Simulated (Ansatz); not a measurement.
Debugging relaxations under a series of pressures of CaF₂, space group Fm-3m (Ansatz 0.2.0 through its Python package).

Notebook, run cell by cell (the value of a cell's last expression is shown):

In [1]:
```python
import ansatz as az
import numpy as np
```

In [2]:
```python
def edges_and_angles(cell):
    cell = np.asarray(cell)
    a, b, c = np.linalg.norm(cell, axis=1)
    cosines = cell[1] @ cell[2] / (b * c), cell[0] @ cell[2] / (a * c), cell[0] @ cell[1] / (a * b)
    return (a, b, c, *np.degrees(np.arccos(cosines)))
```

In [3]:
```python
lattice = az.Lattice.of(
    (0.0, 2.731, 2.731),
    (2.731, 0.0, 2.731),
    (2.731, 2.731, 0.0),
)
sites = [
    ('Ca', (0.0, 0.0, 0.0)),
    ('F', (0.25, 0.25, 0.25)),
    ('F', (0.75, 0.75, 0.75)),
]
crystal = az.Crystal(lattice=lattice)
for symbol, position in sites:
    crystal = crystal.atom(symbol, position)
```

In [4]:
```python
job = (
    crystal.calculation()
    .functional('PBE')
    .pseudopotentials('paw')
    .basis(550)
    .kpoints(6, 6, 6)
    .occupations('fixed')
)
```

In [5]:
```python
# H = F + PV, with 1 GPa A^3 = 1/160.21766 eV
rows = []
for pressure in [-2, 0, 2, 5, 10]:
    res = job.relax(cell=True, pressure=pressure, max_steps=30, fix_cell=['z']).run()
    cell = res.lattice.cell_ang
    n_atoms = len(res.lattice.sites)
    volume = abs(np.linalg.det(cell)) / n_atoms
    enthalpy = res.report['free_energy_ev'] / n_atoms + pressure * volume / 160.21766
    rows.append((pressure, volume, enthalpy, *edges_and_angles(cell)))
    print(f'{pressure} GPa done: {volume:.4f} A^3/atom')

print(' P (GPa)  V (A^3/atom)  H (eV/atom)     a       b       c')
for row in rows:
    print('{:8.1f} {:12.4f} {:14.5f} {:7.4f} {:7.4f} {:7.4f}'.format(*row[:6]))
p, v = np.array([row[0] for row in rows], float), np.array([row[1] for row in rows])
print('mean bulk modulus between rows (GPa):', np.round(-np.diff(p) / np.diff(np.log(v)), 1))
```
```text
Traceback (most recent call last):
  File "<cell 5>", line 4, in <module>
    res = job.relax(cell=True, pressure=pressure, max_steps=30, fix_cell=['z']).run()
          ~~~~~~~~~^^^^^^^^^^^^^^^^^^^^^^^^^^^^^^^^^^^^^^^^^^^^^^^^^^^^^^^^^^^^
  ...
ansatz.errors.InputError: .relax(fix_cell[0]='z'): not one of a, b, c, alpha, beta, gamma, b/a, c/a, c/b, volume, angles, shape  [relax.cell.fix[]]
```

What is wrong, and how is it mended?

The fault: unknown cell word. The correction:

```diff
--- before
+++ after
@@
 for pressure in [-2, 0, 2, 5, 10]:
-    res = job.relax(cell=True, pressure=pressure, max_steps=30, fix_cell=['z']).run()
+    res = job.relax(cell=True, pressure=pressure, max_steps=30).run()
     cell = res.lattice.cell_ang
```

Notebook, run cell by cell (the value of a cell's last expression is shown):

(earlier cells as before)

In [5]:
```python
# H = F + PV, with 1 GPa A^3 = 1/160.21766 eV
rows = []
for pressure in [-2, 0, 2, 5, 10]:
    res = job.relax(cell=True, pressure=pressure, max_steps=30).run()
    cell = res.lattice.cell_ang
    n_atoms = len(res.lattice.sites)
    volume = abs(np.linalg.det(cell)) / n_atoms
    enthalpy = res.report['free_energy_ev'] / n_atoms + pressure * volume / 160.21766
    rows.append((pressure, volume, enthalpy, *edges_and_angles(cell)))
    print(f'{pressure} GPa done: {volume:.4f} A^3/atom')

print(' P (GPa)  V (A^3/atom)  H (eV/atom)     a       b       c')
for row in rows:
    print('{:8.1f} {:12.4f} {:14.5f} {:7.4f} {:7.4f} {:7.4f}'.format(*row[:6]))
p, v = np.array([row[0] for row in rows], float), np.array([row[1] for row in rows])
print('mean bulk modulus between rows (GPa):', np.round(-np.diff(p) / np.diff(np.log(v)), 1))
```
```text
-2 GPa done: 14.3361 A^3/atom
0 GPa done: 13.9444 A^3/atom
2 GPa done: 13.6060 A^3/atom
5 GPa done: 13.1755 A^3/atom
10 GPa done: 12.5916 A^3/atom
 P (GPa)  V (A^3/atom)  H (eV/atom)     a       b       c
    -2.0      14.3361    -1146.78320  3.9327  3.9327  3.9327
     0.0      13.9444    -1146.60674  3.8965  3.8965  3.8965
     2.0      13.6060    -1146.43478  3.8648  3.8648  3.8648
     5.0      13.1755    -1146.18410  3.8236  3.8236  3.8236
    10.0      12.5916    -1145.78243  3.7662  3.7662  3.7662
mean bulk modulus between rows (GPa): [ 72.2  81.4  93.3 110.3]
```

Absolute energies stand on the zero of these potentials, so only differences at equal settings mean something. At a fixed pressure a relaxation lowers the enthalpy F + PV, while F alone can rise. The starting cell is as deposited in a crystallographic database; the results hold for this polymorph, which needn't be the stable one. Symmetry holds the cell in this phase, whether or not it is the stable one at each pressure. Wall time of the script: 18 s on 1 thread of Arm Neoverse V1, on a shared host, peak memory 0.38 GiB.
